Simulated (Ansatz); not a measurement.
InN (zinc blende)

```
InN
1.0
    0.00000     5.04898     5.04898
    2.52449     2.52449     5.04898
    2.52449     2.52449     0.00000
N In
2 2
Direct
  0.00000   0.75000   0.75000
  0.50000   0.75000   0.75000
  0.00000   0.00000   0.00000
  0.50000   0.00000   0.00000
```

The atoms are displaced by Q × the pattern below (from a DFPT mode at X = (0.5, 0.5, 0.0), largest move 1; Q in Å), at fixed cell. (q is in reciprocal vectors of the primitive cell; the cell shown is doubled to hold the pattern.)

```json
[
 {"atom": "In3", "x": "0.000", "y": "0.000", "z": "1.000"},
 {"atom": "In4", "x": "0.000", "y": "0.000", "z": "-1.000"}
]
```

Atoms not listed stay in place.

All values below come from PBE (plane waves to 420 eV, PAW, scalar-relativistic; Ansatz, a program for electronic structure). k mesh 11×11×11 (Γ-centred), Fermi-Dirac smearing 0.05 eV. Energies are smeared free energies. Compression counts positive. With partly filled bands, energies and forces of such displacements shift with the k mesh and the smearing. At this level the bands of InN touch or barely overlap; measurements give the solid a gap. InN was relaxed with its symmetry unable to fall. ΔE is measured from the undisplaced structure.

Predict the ΔE (meV/cell) and P (GPa) at Q (Å) = -0.180, -0.120, -0.090, -0.060, 0.060, 0.090, 0.120, 0.150.


```csv
Q (Å),ΔE (meV/cell),P (GPa)
-0.180,659,2.7
-0.120,295,1.2
-0.090,167,0.7
-0.060,74,0.3
0.060,74,0.3
0.090,167,0.7
0.120,295,1.2
0.150,460,1.9
```

(A displaced cell: forces are minus the slopes of the energy, force constants its curvatures, and phonons follow from these.)
